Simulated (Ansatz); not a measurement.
**BP: how the settings move a single-point run**

Aim: see which settings change the result for BP, by how much, and at what cost. The cell is built on a prototype (NiAs type) and needn't be the phase found in nature.

Method: reference: DFT, HSE06, plane waves, PAW, in Ansatz 0.2.0.

1 further run of the same task is left out (for a known fault of the program). Runs told in other sessions of the task aren't counted.

**1. Starting point**

Symmetry: P6_3/mmc, No. 194, hexagonal system. The conventional cell has a = 3.080 Å, b = 3.080 Å, c = 5.015 Å, α = 90.00°, β = 90.00°, γ = 120.00°. B (site symmetry -3m) has 6 P at 2.18 Å in its first shell of neighbours. Around P (site symmetry -6m2) lie 6 B at 2.18 Å.

Coordinates:

```cif
data_structure
_symmetry_space_group_name_H-M 'P 1'
_symmetry_Int_Tables_number 1
_cell_length_a 3.0799
_cell_length_b 3.0799
_cell_length_c 5.0146
_cell_angle_alpha 90.000
_cell_angle_beta 90.000
_cell_angle_gamma 120.000
_cell_volume 41.19
loop_
_atom_site_label
_atom_site_type_symbol
_atom_site_fract_x
_atom_site_fract_y
_atom_site_fract_z
_atom_site_occupancy
B1 B 0.00000 0.00000 0.00000 1
B2 B 0.00000 0.00000 0.50000 1
P1 P 0.33333 0.66667 0.25000 1
P2 P 0.66667 0.33333 0.75000 1
```

**2. Reference**

Contents of input.yaml:

```yaml
crystal:
  lattice:
    - [3.0799086887, 0.0, 0.0]
    - [-1.5399543444, 2.6672791658, 0.0]
    - [0.0, 0.0, 5.0145727567]
  atoms:
    - { symbol: B, position: [0.0, 0.0, 0.0] }
    - { symbol: B, position: [0.0, 0.0, 0.5] }
    - { symbol: P, position: [0.3333333333, 0.6666666667, 0.25] }
    - { symbol: P, position: [0.6666666667, 0.3333333333, 0.75] }
kpoints:
  mp_grid: { grid: [6, 6, 2] }
hamiltonian:
  xc: hse06
scf:
  occupations: { method: fermi_dirac, width: 0.02 }
  n_extra_bands: 5
output:
  forces: true
  stress: true
  eigenvalues: true
```

Launch:

```console
> ansatz run input.yaml --threads 4 --pin off --max-ram 3686MiB --backend cpu --events-out ev --progress --plain --runs-dir out
```

Standard output, cut to the lines that bear on the results:

```text
Warning: output.stress: scf.convergence.dr2_threshold = 1e-7 eV (the SCF's general default) is looser than the 4e-10 eV advised for a printed stress (1e-10 eV for each atom of the cell: 4). What an SCF threshold leaves in a stress goes as its square root, and in the free energy as the [...]
Warning: output.stress: scf.exx.energy_threshold = 1e-6 eV is looser than the 4e-8 eV advised for a stress under a hybrid functional (1e-8 eV for each atom of the cell: 4). Every SCF of the exchange loop can meet its threshold on dr2 while the loop round them stops early: no threshold on [...]
Warning: RAYON_NUM_THREADS=4 ignored (pool sized by the plan → 4); use --threads N
scf.n_extra_bands = 5 over 8 filled bands (N_el = 16.0): the run solves 13 bands
[...]
Pseudopotentials: kind: paw
Pseudopotential: B, paw, valence charge 3, recommended cutoff 420 eV (normal), B.paw.azcp
Pseudopotential: P, paw, valence charge 5, recommended cutoff 420 eV (normal), P.paw.azcp
Functional definition: HSE06
[...]
Crystal: 4 atoms, lattice volume = 41.195 Å³
Basis set: ecut = 420 eV, 785 PW (Γ), exchange–correlation on 48×48×72 points (8 copies of the dense FFT grid, shifted against one another)
Bands: 13, of which v1, the nominal top of the filled ones, is band 8 counted from 1 (7 counted from 0)
Symmetry: 24 space group operations
Space group: P63/mmc (ITA 194), of the structure as read, at distance tolerance 3.5e-5 Å
k-points: 14 of 72
[...]
SCF iter   1: F=—  HF=-1820.328241 eV  |F-HF|=—  |Δ(HF+E_count)|=         —  Δρ=8.36e-3  dr2=3.56e-2  ethr=1.77e-3  ⟨swp⟩=7.1  Hψ=886  notcnv=0
[...]
Frozen-core exchange: fock
[...]
SCF 2 stopped early in 5 iterations: F = -1821.011136 eV  dr2 = 2.78e-7
[...]
Frozen-core exchange: fock
[...]
SCF 6 stopped early in 6 iterations: F = -1821.011147 eV  dr2 = 1.04e-6
hybrid outer 1: dexx = +1.298e-3 eV, tail = 2.24e-6 eV
[...]
Frozen-core exchange: fock
[...]
SCF iter   4: F=-1821.011151 eV  HF=-1821.011151 eV  |F-HF|=2.73e-9  |Δ(HF+E_count)|=   8.74e-9  Δρ=2.42e-6  dr2=3.46e-9  ethr=3.44e-11  ⟨swp⟩=3.9  Hψ=438  notcnv=0  defer=1
[...]
hybrid outer 2: dexx = +1.748e-7 eV, tail = 7.28e-9 eV, Δε = 6.22e-4 eV (about 1.15e-4 eV left of the loop's levels)
exact exchange: an outer loop of this run ended on a state whose frontier levels can be filled otherwise, and a further loop was made from that state with electrons moved between them. It converged no lower than the two loops' stops tell apart, in 10 SCF iterations, so its state is not used
hybrid SCF converged: 2 outer / 8 inner (+7 warm-up), last move |dexx| = 2.38e-7 eV, tail = 1.34e-8 eV
Stability not checked: this state was not tested for a lower state beside it, because the functional holds exact exchange (a hybrid, or Hartree-Fock), whose exchange loop this test does not read (fock_operator; see scf.lower_state_search)
Free energy (F): -1821.011151 eV
Frozen-core exchange: fock
[...]
E sigma→0 (E₀):  -1821.009932 eV
Entropy (-TS):   -0.002438 eV (-0.609 meV/atom)
Fermi energy:    11.890965 eV
[...]
--- Forces (eV/Å), atoms counted from 1 ---
  atom   1  B     -0.00000000     0.00000000     0.00000000
  atom   2  B     -0.00000000     0.00000000    -0.00000000
  atom   3  P      0.00000000     0.00000000     0.00000000
  atom   4  P     -0.00000000    -0.00000000     0.00000000
[...]
--- Stress (GPa, compression-positive) ---
       -1.999057      -0.000000       0.000000
       -0.000000      -1.999057       0.000000
        0.000000       0.000000      -1.280122
  P = ⅓ Tr σ = -1.7594 GPa (-17.594 kbar)
--- Band table (eV; the first three rows and the last of 14) ---
  k-point 0: bands = ["-7.3316", "-2.5117", "-0.4216", "9.9978", "9.9978", "12.3732", "12.7072", "12.7072", "14.9993", "14.9993", "16.6157", "16.7379", "18.2727"]
[...]
```

Run time: 12 s. Hardware: 4 threads of Arm Neoverse V2, shared host; peak memory 0.58 GiB.

**3. Variant: exchange pbe, correlation pbe, coeff 0.05, omega 0.3**

input.yaml: that of step 2 with these lines changed.

```diff
@@ -13,3 +13,3 @@
 hamiltonian:
-  xc: hse06
+  xc: { exchange: pbe, correlation: pbe, exx: { coeff: 0.05, omega: 0.3 } }
 scf:
```

Launch:

```console
> ansatz run input.yaml --threads 4 --pin off --max-ram 3686MiB --backend cpu --events-out ev --progress --plain --runs-dir out
```

Standard output, cut to the lines that bear on the results:

```text
Warning: output.stress: scf.convergence.dr2_threshold = 1e-7 eV (the SCF's general default) is looser than the 4e-10 eV advised for a printed stress (1e-10 eV for each atom of the cell: 4). What an SCF threshold leaves in a stress goes as its square root, and in the free energy as the [...]
Warning: output.stress: scf.exx.energy_threshold = 1e-6 eV is looser than the 4e-8 eV advised for a stress under a hybrid functional (1e-8 eV for each atom of the cell: 4). Every SCF of the exchange loop can meet its threshold on dr2 while the loop round them stops early: no threshold on [...]
Warning: RAYON_NUM_THREADS=4 ignored (pool sized by the plan → 4); use --threads N
scf.n_extra_bands = 5 over 8 filled bands (N_el = 16.0): the run solves 13 bands
[...]
[... 3 set-up lines as earlier in the session ...]
Functional definition: unnamed
[...]
Crystal: 4 atoms, lattice volume = 41.195 Å³
Basis set: ecut = 420 eV, 785 PW (Γ), exchange–correlation on 48×48×72 points (8 copies of the dense FFT grid, shifted against one another)
[...]
hybrid outer 2: dexx = +7.566e-10 eV, tail = 6.73e-10 eV, Δε = 1.55e-4 eV (about 2.17e-5 eV left of the loop's levels)
hybrid SCF converged: 2 outer / 7 inner (+7 warm-up), last move |dexx| = 7.57e-10 eV, tail = 6.73e-10 eV
Stability not checked: this state was not tested for a lower state beside it, because the functional holds exact exchange (a hybrid, or Hartree-Fock), whose exchange loop this test does not read (fock_operator; see scf.lower_state_search)
Free energy (F): -1820.453428 eV
Frozen-core exchange: fock
[...]
E sigma→0 (E₀):  -1820.452058 eV
Entropy (-TS):   -0.002741 eV (-0.685 meV/atom)
Fermi energy:    11.847698 eV
[...]
--- Forces (eV/Å), atoms counted from 1 ---
  atom   1  B      0.00000000     0.00000000    -0.00000000
  atom   2  B     -0.00000000     0.00000000     0.00000000
  atom   3  P      0.00000000     0.00000000     0.00000000
  atom   4  P     -0.00000000    -0.00000000     0.00000000
[...]
--- Stress (GPa, compression-positive) ---
        0.324707      -0.000000       0.000000
       -0.000000       0.324707       0.000000
        0.000000       0.000000       1.403878
  P = ⅓ Tr σ = 0.6844 GPa (6.844 kbar)
--- Band table (eV; the first three rows and the last of 14) ---
  k-point 0: bands = ["-5.5862", "-1.1644", "0.8599", "10.3294", "10.3294", "12.2027", "12.6454", "12.6454", "14.5964", "14.5964", "16.0689", "16.2072", "17.6092"]
[...]
```

Wall time 4.1 s (4 threads of Arm Neoverse V2, shared host); peak memory 0.58 GiB.

After a change of functional the difference of the totals has no physical meaning; the pressure goes from -1.8 to 0.7 GPa. At this fixed cell a higher pressure means that this functional prefers a larger volume than the reference. Cost: 14 SCF cycles against 36, 4.1 s against 12 s.

**4. Changing settings: exchange pbe, correlation pbe, coeff 0.15, omega 0.1**

input.yaml: that of step 2 with these lines changed.

```diff
@@ -13,3 +13,3 @@
 hamiltonian:
-  xc: hse06
+  xc: { exchange: pbe, correlation: pbe, exx: { coeff: 0.15, omega: 0.1 } }
 scf:
```

Launch:

```console
> ansatz run input.yaml --threads 4 --pin off --max-ram 3686MiB --backend cpu --events-out ev --progress --plain --runs-dir out
```

Standard output, cut to the lines that bear on the results:

```text
Warning: output.stress: scf.convergence.dr2_threshold = 1e-7 eV (the SCF's general default) is looser than the 4e-10 eV advised for a printed stress (1e-10 eV for each atom of the cell: 4). What an SCF threshold leaves in a stress goes as its square root, and in the free energy as the [...]
Warning: output.stress: scf.exx.energy_threshold = 1e-6 eV is looser than the 4e-8 eV advised for a stress under a hybrid functional (1e-8 eV for each atom of the cell: 4). Every SCF of the exchange loop can meet its threshold on dr2 while the loop round them stops early: no threshold on [...]
Warning: RAYON_NUM_THREADS=4 ignored (pool sized by the plan → 4); use --threads N
scf.n_extra_bands = 5 over 8 filled bands (N_el = 16.0): the run solves 13 bands
[...]
[... 4 set-up lines as earlier in the session ...]
[...]
Crystal: 4 atoms, lattice volume = 41.195 Å³
Basis set: ecut = 420 eV, 785 PW (Γ), exchange–correlation on 48×48×72 points (8 copies of the dense FFT grid, shifted against one another)
[...]
hybrid outer 2: dexx = +6.891e-7 eV, tail = 1.49e-8 eV, Δε = 2.41e-3 eV (about 2.09e-4 eV left of the loop's levels)
hybrid SCF converged: 2 outer / 13 inner (+7 warm-up), last move |dexx| = 6.89e-7 eV, tail = 1.49e-8 eV
Stability not checked: this state was not tested for a lower state beside it, because the functional holds exact exchange (a hybrid, or Hartree-Fock), whose exchange loop this test does not read (fock_operator; see scf.lower_state_search)
Free energy (F): -1820.733729 eV
Frozen-core exchange: fock
[...]
E sigma→0 (E₀):  -1820.732776 eV
Entropy (-TS):   -0.001906 eV (-0.476 meV/atom)
Fermi energy:    11.885565 eV
[...]
--- Forces (eV/Å), atoms counted from 1 ---
  atom   1  B     -0.00000000    -0.00000000     0.00000000
  atom   2  B      0.00000000     0.00000000    -0.00000000
  atom   3  P      0.00000000     0.00000000     0.00000000
  atom   4  P     -0.00000000    -0.00000000     0.00000000
[...]
--- Stress (GPa, compression-positive) ---
       -1.287457      -0.000000       0.000000
       -0.000000      -1.287457       0.000000
        0.000000       0.000000      -0.006618
  P = ⅓ Tr σ = -0.8605 GPa (-8.605 kbar)
--- Band table (eV; the first three rows and the last of 14) ---
  k-point 0: bands = ["-6.6250", "-2.0041", "0.0493", "10.0576", "10.0576", "12.3928", "12.7241", "12.7241", "14.9164", "14.9164", "16.4337", "16.5814", "18.0640"]
[...]
```

Run time: 4.5 s. Hardware: 4 threads of Arm Neoverse V2, shared host; peak memory 0.59 GiB.

Total energies don't compare across a change of functional; the pressure goes from -1.8 to -0.9 GPa. At this fixed cell a higher pressure means that this functional prefers a larger volume than the reference. Cost: 20 SCF cycles against 36, 4.5 s against 12 s.

**5. A run with other settings**

input.yaml: that of step 2 with these lines changed.

```diff
@@ -17,2 +17,4 @@
   n_extra_bands: 5
+  mixing: { beta: 1.0 }
+  max_iter: 95
 output:
```

Launch:

```console
> ansatz run input.yaml --threads 4 --pin off --max-ram 3686MiB --backend cpu --events-out ev --progress --plain --runs-dir out
```

Standard output, cut to the lines that bear on the results:

```text
Warning: output.stress: scf.convergence.dr2_threshold = 1e-7 eV (the SCF's general default) is looser than the 4e-10 eV advised for a printed stress (1e-10 eV for each atom of the cell: 4). What an SCF threshold leaves in a stress goes as its square root, and in the free energy as the [...]
Warning: output.stress: scf.exx.energy_threshold = 1e-6 eV is looser than the 4e-8 eV advised for a stress under a hybrid functional (1e-8 eV for each atom of the cell: 4). Every SCF of the exchange loop can meet its threshold on dr2 while the loop round them stops early: no threshold on [...]
Warning: RAYON_NUM_THREADS=4 ignored (pool sized by the plan → 4); use --threads N
scf.n_extra_bands = 5 over 8 filled bands (N_el = 16.0): the run solves 13 bands
[...]
[... 4 set-up lines as earlier in the session ...]
[...]
Crystal: 4 atoms, lattice volume = 41.195 Å³
Basis set: ecut = 420 eV, 785 PW (Γ), exchange–correlation on 48×48×72 points (8 copies of the dense FFT grid, shifted against one another)
[...]
hybrid SCF converged: 2 outer / 9 inner (+8 warm-up), last move |dexx| = 8.44e-7 eV, tail = 2.70e-9 eV
Stability not checked: this state was not tested for a lower state beside it, because the functional holds exact exchange (a hybrid, or Hartree-Fock), whose exchange loop this test does not read (fock_operator; see scf.lower_state_search)
Free energy (F): -1821.011151 eV
Frozen-core exchange: fock
[...]
E sigma→0 (E₀):  -1821.009933 eV
Entropy (-TS):   -0.002435 eV (-0.609 meV/atom)
Fermi energy:    11.890909 eV
[...]
--- Forces (eV/Å), atoms counted from 1 ---
  atom   1  B     -0.00000000    -0.00000000    -0.00000000
  atom   2  B      0.00000000     0.00000000     0.00000000
  atom   3  P      0.00000000     0.00000000     0.00000000
  atom   4  P     -0.00000000    -0.00000000     0.00000000
[...]
--- Stress (GPa, compression-positive) ---
       -2.000154      -0.000000       0.000000
       -0.000000      -2.000154       0.000000
        0.000000       0.000000      -1.280291
  P = ⅓ Tr σ = -1.7602 GPa (-17.602 kbar)
--- Band table (eV; the first three rows and the last of 14) ---
  k-point 0: bands = ["-7.3316", "-2.5117", "-0.4217", "9.9978", "9.9978", "12.3732", "12.7072", "12.7072", "14.9992", "14.9992", "16.6157", "16.7379", "18.2727"]
[...]
```

Wall time 12 s (4 threads of Arm Neoverse V2, shared host); peak memory 0.58 GiB.

**6. A look at that input**

The program finished normally, with warnings (filled band counts differ across k points, stress exchange threshold loose, stress scf threshold loose). Its log warns: «output.stress: scf.convergence.dr2_threshold = 1e-7 eV (the SCF's general default) is looser than the 4e-10 eV advised for a printed stress (1e-10 eV for each atom of the ...»

Look at the input: scf.mixing.beta is 1.0. What could go wrong: mixing too aggressive. Here it converged all the same; such a setting changes the road, not the converged state.

To undo it: delete scf.mixing.beta (the default then holds).

With the changed mixing the energy agrees within 0.5 meV/atom. Cost: 40 SCF cycles against 36.

**7. Side by side**

| run | ending | energy change | pressure (GPa) | gap (eV) | force (eV/Å) | cycles | time |
| --- | --- | --- | --- | --- | --- | --- | --- |
| reference | converged | 0 | -1.8 | 0.00 | 0.00 | 36 | 12 s |
| 1: exchange pbe, correlation pbe, coeff 0.05, omega 0.3 | converged | not comparable | 0.7 | 0.00 | 0.00 | 14 | 4.1 s |
| 2: exchange pbe, correlation pbe, coeff 0.15, omega 0.1 | converged | not comparable | -0.9 | 0.00 | 0.00 | 20 | 4.5 s |
| 3: mixing.beta 1.0 | converged | 0.0 meV/atom | -1.8 | 0.00 | 0.00 | 40 | 12 s |

Residual by cycle in the longest SCF loop of each run; runs are numbered as in the table. The quantity is the density residual dr2, in eV.

```
cycle  reference    run 1    run 2   run 3
    1     5.3e-5   0.0333  0.00376  5.3e-5
    2     2.0e-5  0.00174   6.0e-4  8.3e-5
    3     1.8e-5   4.8e-5   9.8e-5  2.0e-5
    4     4.9e-6   2.6e-6   8.5e-5  1.9e-5
    5     4.1e-6   1.3e-8   7.3e-5  4.9e-6
    6     1.5e-6   1.1e-9   4.3e-5  4.1e-6
    7     1.3e-6  6.0e-12   3.5e-5  1.3e-6
    8     1.2e-7        -   1.9e-5  1.2e-6
    9          -        -   1.0e-5  1.6e-7
   10          -        -   1.2e-6  1.9e-7
   11          -        -        -  4.0e-9
```

**Reading.** «mixing.beta 1.0» leaves the energy as it was. Of the variants the dearest is «mixing.beta 1.0» (12 s), the cheapest «exchange pbe, correlation pbe, coeff 0.05, omega 0.3» (4.1 s), on a shared host.
